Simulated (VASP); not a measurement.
# I (Immm) in VASP: further runs, part 2 of 2

VASP 6.6.1. Earlier steps stand in the parts before.

### Step 3. Relaxation of cell and atoms, LDA, target pressure 32 GPa, at which the enthalpy is minimised

This run uses another cell than the first one, of 22.06 Å³/atom, 0.957 times its volume.

Input file INCAR:

```
PREC = Accurate
ENCUT = 600
EDIFF = 1E-7
ISMEAR = 0
SIGMA = 0.03
LREAL = False
LASPH = True
NELM = 80
ALGO = Normal
ISIF = 3
LWAVE = False
LCHARG = False
GGA = CA
IBRION = 2
NSW = 90
EDIFFG = -0.005
PSTRESS = 320.0
```

Input file KPOINTS:

```
Automatic mesh
0
Gamma
  12 12 12
```

Input file POSCAR:

```
I                                       
1.0
   -1.4894916882      1.4924158972      2.4813037216
    1.4894916882     -1.4924158972      2.4813037216
    1.4894916882      1.4924158972     -2.4813037216
  I             
     1
Direct
     0.0000000000000000    0.0000000000000000    0.0000000000000000
```

Potentials or basis: VASP PAW LDA potentials, release 64 (I).

The run is started by

```sh
cat potpaw_LDA.64/I/POTCAR > POTCAR
mpirun -np 1 vasp_std > vasp.out
```

OUTCAR:

```text
PREC = Accurate
   ENCUT = 600
   EDIFF = 1E-7
   ISMEAR = 0
   LREAL = False
   LASPH = True
   NELM = 80
   ISIF = 3
   GGA = CA
   IBRION = 2
   NSW = 90
   EDIFFG = -0.005
   PSTRESS = 320.0

 ion  position               nearest neighbor table
   1  0.000  0.000  0.000-

  LATTYP: Found a body centered orthorhombic cell.
 ALAT       =     2.9789833764
 B/A-ratio  =     1.0019632261
 C/A-ratio  =     1.6658728218

  Lattice vectors:

 A1 = (  -1.4894916882,   1.4924158972,   2.4813037216)
 A2 = (   1.4894916882,  -1.4924158972,   2.4813037216)
 A3 = (   1.4894916882,   1.4924158972,  -2.4813037216)

Analysis of symmetry for initial positions (statically):
=====================================================================
 Subroutine PRICEL returns:
 Original cell was already a primitive cell.

 Routine SETGRP: Setting up the symmetry group for a
 body centered orthorhombic supercell.

 Subroutine GETGRP returns: Found  8 space group operations
 (whereof  8 operations were pure point group operations)
 out of a pool of  8 trial point group operations.

The static configuration has the point symmetry D_2h.

Analysis of symmetry for dynamics (positions and initial velocities):
=====================================================================
 Subroutine PRICEL returns:
 Original cell was already a primitive cell.

 Routine SETGRP: Setting up the symmetry group for a
 body centered orthorhombic supercell.

 Subroutine GETGRP returns: Found  8 space group operations
 (whereof  8 operations were pure point group operations)
 out of a pool of  8 trial point group operations.

The dynamic configuration has the point symmetry D_2h.

 Subroutine INISYM returns: Found  8 space group operations
 (whereof  8 operations are pure point group operations),
 and found     1 'primitive' translations

----------------------------------------------------------------------------------------

                                     Primitive cell

  volume of cell :      22.0632

  direct lattice vectors                    reciprocal lattice vectors
    -1.489491688  1.492415897  2.481303722     0.000000000  0.335027254  0.201506972
     1.489491688 -1.492415897  2.481303722     0.335684988  0.000000000  0.201506972
     1.489491688  1.492415897 -2.481303722     0.335684988  0.335027254  0.000000000

  length of vectors
     3.256187780  3.256187780  3.256187780     0.390958209  0.391521993  0.474265403

  position of ions in fractional coordinates (direct lattice)
     0.000000000  0.000000000  0.000000000

  ion indices of the primitive-cell ions
   primitive index   ion index
                 1           1

----------------------------------------------------------------------------------------

 KPOINTS: Automatic mesh

Automatic generation of k-mesh.
 Grid dimensions read from file:
 generate k-points for:   12   12   12

 Generating k-lattice:

  Cartesian coordinates                     Fractional coordinates (reciprocal lattice)
     0.000000000  0.027918938  0.016792248     0.083333333 -0.000000000  0.000000000
     0.027973749  0.000000000  0.016792248    -0.000000000  0.083333333  0.000000000
     0.027973749  0.027918938  0.000000000     0.000000000  0.000000000  0.083333333

  Length of vectors
     0.032579851  0.032626833  0.039522117

  Shift w.r.t. Gamma in fractional coordinates (k-lattice)
     0.000000000  0.000000000  0.000000000

 Subroutine IBZKPT returns following result:
 ===========================================

 Found    280 irreducible k-points:

 Following reciprocal coordinates:
            Coordinates               Weight
  0.000000  0.000000  0.000000      1.000000
  0.083333  0.000000  0.000000      4.000000
  0.166667 -0.000000  0.000000      4.000000
  0.250000  0.000000  0.000000      4.000000
  0.333333 -0.000000  0.000000      4.000000
  0.416667 -0.000000  0.000000      4.000000
[... 16 lines left out ...]
  0.250000  0.166667  0.000000      8.000000
  0.333333  0.166667  0.000000      8.000000
 [... further k-points ...]
   k-points           NKPTS =    280   k-points in BZ     NKDIM =    280   number of bands    NBANDS=      7
   number of dos      NEDOS =    301   number of ions     NIONS =      1
   total plane-waves  NPLWV =  21952
   dimension x,y,z NGX =    28 NGY =   28 NGZ =   28
   dimension x,y,z NGXF=    56 NGYF=   56 NGZF=   56
   ions per type =               1
   NGX,Y,Z   is equivalent  to a cutoff of  14.30, 14.30, 14.30 a.u.
   NGXF,Y,Z  is equivalent  to a cutoff of  28.59, 28.59, 28.59 a.u.
 SYSTEM =  unknown system
   PREC   = accura    normal or accurate (medium, high low for compatibility)
   ISTART =      0    job   : 0-new  1-cont  2-samecut
   ICHARG =      2    charge: 1-file 2-atom 10-const
   ISPIN  =      1    spin polarized calculation?
   LNONCOLLINEAR =      F non collinear calculations
   LSORBIT =      F    spin-orbit coupling
   LASPH  =      T    aspherical Exc in radial PAW
   ENCUT  =  600.0 eV  44.10 Ry    6.64 a.u.   6.50  6.50  6.50*2*pi/ulx,y,z
   NELM   =     80;   NELMIN=  2; NELMDL= -5     # of ELM steps
   EDIFF  = 0.1E-06   stopping-criterion for ELM
   LREAL  =      F    real-space projection
   EDIFFG = -.5E-02   stopping-criterion for IOM
   NSW    =     90    number of steps for IOM
   IBRION =      2    ionic relax: 0-MD 1-quasi-New 2-CG
   NFREE  =      1    steps in history (QN), initial steepest desc. (CG)
   ISIF   =      3    stress and relaxation
   ISYM   =      2    0-nonsym 1-usesym 2-fastsym
   POTIM  = 0.5000    time-step for ionic-motion
   TEBEG  =    0.0;   TEEND  =   0.0 temperature during run
   PSTRESS=  320.0 pullay stress
   NELECT =       7.0000    total number of electrons
   NUPDOWN=      -1.0000    fix difference up-down
   EMIN   =  10.00;   EMAX   =-10.00  energy-range for DOS
   EFERMI =   0.00;   METHOD = LEGACY
   ISMEAR =     0;   SIGMA  =   0.03  broadening in eV -4-tet -1-fermi 0-gaus
   EFERMI_NEDOS =   21; number of points for ismear=-14 and -15
   IALGO  =     38    algorithm
   IMIX   =      4    mixing-type and parameters
     AMIX     =   0.40;   BMIX     =  1.00
     AMIX_MAG =   1.60;   BMIX_MAG =  1.00
  volume/ion in A,a.u.               =      22.06       148.89
  Fermi-wavevector in a.u.,A,eV,Ry     =   1.116567  2.110006 16.962689  1.246722
  Thomas-Fermi vector in A             =   2.253182
   LORBIT       =      0    0 simple, 1 ext, 2 COOP (PROOUT), +10 PAW based schemes
   GGA     = CA    functional components
   LHFCALC =     F    Hartree Fock is set to
   AEXX    =    0.0000 exact exchange contribution
   IVDW    =     0    specifies the selected vdW correction
   LEPSILON=     F    determine dielectric tensor
   LRPA    =     F    only Hartree local field effects (RPA)
 conjugate gradient relaxation of ions
 non-spin polarized calculation
 Gauss-broadening in eV      SIGMA  =   0.03
  energy-cutoff  :      600.00
  volume of cell :       22.06
 maximum number of plane-waves:       756
 NGX is ok and might be reduce to    28
   NGX = 13   NGY = 13   NGZ = 13

--------------------------------------- Ionic step        1  -------------------------------------------

 number of electron       7.0000000 magnetization

 Free energy of the ion-electron system (eV)
  ---------------------------------------------------
  ext. energy  EPLUGINS =         0.00000000
  ---------------------------------------------------
  free energy    TOTEN  =        -1.10930495 eV

  energy without entropy =       -1.10913958  energy(sigma->0) =       -1.10922226

------------------------ aborting loop because EDIFF is reached ----------------------------------------

  FORCE on cell =-STRESS in cart. coord.  units (eV):
  Direction    XX          YY          ZZ          XY          YZ          ZX
  --------------------------------------------------------------------------------------
  -------------------------------------------------------------------------------------
  Total        4.4152639      4.3975485      4.4019217      0.0000000      0.0000000      0.0000000
  in kB      320.6264762    319.3400195    319.6575974      0.0000000      0.0000000      0.0000000
  external PRESSURE =      -0.1253023 kB  Pullay stress =     320.0000000 kB
[... 135 lines left out ...]
--------------------------------------- Ionic step        5  -------------------------------------------

 number of electron       7.0000000 magnetization

 Free energy of the ion-electron system (eV)
  ---------------------------------------------------
  ext. energy  EPLUGINS =         0.00000000
  ---------------------------------------------------
  free energy    TOTEN  =        -1.10916533 eV

  energy without entropy =       -1.10897110  energy(sigma->0) =       -1.10906821

 E-fermi :  11.6519     XC(G=0): -11.4495

 val. band max:       11.6418783799   @ k =  -0.2500   0.5000   0.1667
 cond. band min:      11.6522753799   @ k =   0.5000  -0.2500   0.1667
 fundamental gap:      0.0103970000
 Fermi energy:        11.6518984189

 k-point     1 :       0.0000    0.0000    0.0000
  band No.  band energies     occupation
      1      -5.9390      2.00000
      2      13.6511      0.00000
      3      14.1235      0.00000
      4      14.1392      0.00000
      5      20.2979      0.00000
      6      22.0637      0.00000
      7      22.0824      0.00000
[... 221 lines left out ...]
 k-point    24 :       0.3333    0.1667    0.0000
  band No.  band energies     occupation
      1      -2.7015      2.00000
      2       5.0826      2.00000
      3       9.5774      2.00000
      4      11.4236      2.00000
      5      18.0382      0.00000
      6      20.0755      0.00000
      7      23.0375      0.00000

 [... further k-points ...]
[... 5 lines left out ...]
  --------------------------------------------------------------------------------------
  -------------------------------------------------------------------------------------
  Total        4.4052526      4.4018720      4.4070490      0.0000000      0.0000000      0.0000000
  in kB      319.9100715    319.6645733    320.0405234      0.0000000      0.0000000      0.0000000
  external PRESSURE =      -0.1282772 kB  Pullay stress =     320.0000000 kB
[... 20 lines left out ...]
  energy  without entropy=       -1.1089710986  energy(sigma->0) =       -1.10906821

  enthalpy is  TOTEN    =         3.2973256259 eV   P V=        4.4064909514

 reached required accuracy - stopping structural energy minimisation
```

OSZICAR:

```text
N       E                     dE             d eps       ncg     rms          rms(c)
DAV:   1     0.227716958418E+02    0.22772E+02   -0.31618E+03  3920   0.859E+02
DAV:   2    -0.637437685403E+00   -0.23409E+02   -0.22703E+02  5404   0.111E+02
DAV:   3    -0.111434560101E+01   -0.47691E+00   -0.46691E+00  5180   0.184E+01
DAV:   4    -0.111604271921E+01   -0.16971E-02   -0.16970E-02  6468   0.130E+00
[... 26 lines left out ...]
       N       E                     dE             d eps       ncg     rms          rms(c)
DAV:   1    -0.110916816905E+01    0.13982E-02   -0.13091E-04  4844   0.725E-02    0.106E-02
DAV:   2    -0.110916621112E+01    0.19579E-05   -0.46599E-06  4620   0.183E-02    0.554E-03
DAV:   3    -0.110916532836E+01    0.88277E-06   -0.23311E-06  5250   0.958E-03    0.451E-03
DAV:   4    -0.110916532554E+01    0.28194E-08   -0.50929E-08  2821   0.200E-03
   5 F= 0.32973256E+01 E0= 0.32974227E+01  d E =-.101456E-05
```

CONTCAR:

```text
I
   1.00000000000000
    -1.4905856808144007    1.4915276343036474    2.4808770771881004
     1.4905856808144007   -1.4915276343036474    2.4808770771881004
     1.4905856808144007    1.4915276343036474   -2.4808770771881004
  I
     1
Direct
     0.0000000000000000    0.0000000000000000    0.0000000000000000

  0.00000000E+00  0.00000000E+00  0.00000000E+00
```

It took 3.7 min on 1 thread of AMD EPYC 7R43 (Zen 3), shared host; peak memory 0.15 GiB.

Results:

```yaml
Free_energy: -1.1092 eV
Energy_change_on_relaxing_the_enthalpy_is_what_falls: +0.1 meV/atom
Ionic_steps: 5
Pressure_after_relaxing: 32.0 GPa
Band_gap_on_the_k_mesh: none (metal or under the smearing width)
```

The path:
| step | energy change (eV) | largest force (eV/Å) | pressure (GPa) | volume (Å³) |
| --- | --- | --- | --- | --- |
| 1 | 0.0000 | 0.0000 | 31.99 | 22.06 |
| 2 | 0.0011 | 0.0000 | 32.02 | 22.06 |
| 3 | 0.0014 | 0.0000 | 32.03 | 22.06 |
| 4 | -0.0013 | 0.0000 | 31.93 | 22.07 |
| 5 | 0.0001 | 0.0000 | 31.99 | 22.06 |

Final structure:
```
I
1.0
    -1.49059    1.49153    2.48088
     1.49059   -1.49153    2.48088
     1.49059    1.49153   -2.48088
I
1
Direct
  0.00000 0.00000 0.00000
```

Levels at points of the mesh, in eV from the Fermi level:
```
           k point  band 1  band 2  band 3  band 4  band 5  band 6  band 7
(0.00, 0.00, 0.00)  -17.59    2.00    2.47    2.49    8.65   10.41   10.43
(0.50, 0.00, 0.00)  -13.90   -8.70   -0.69    2.19    5.48    9.19   10.25
(0.00, 0.50, 0.00)  -13.89   -8.70   -0.69    2.18    5.48    9.18   10.23
(0.50, 0.50, 0.00)  -11.67   -7.44   -3.79   -2.03    2.32    3.35   16.50
(0.50, 0.50, 0.50)  -13.83   -8.35   -0.88   -0.86    4.53    4.68   21.10
```

Caveat: the cell is relaxed towards a set pressure, so the enthalpy falls and the energy may rise; an odd number of electrons without spin polarisation forces a metal; a magnetic or distorted state may lie lower.
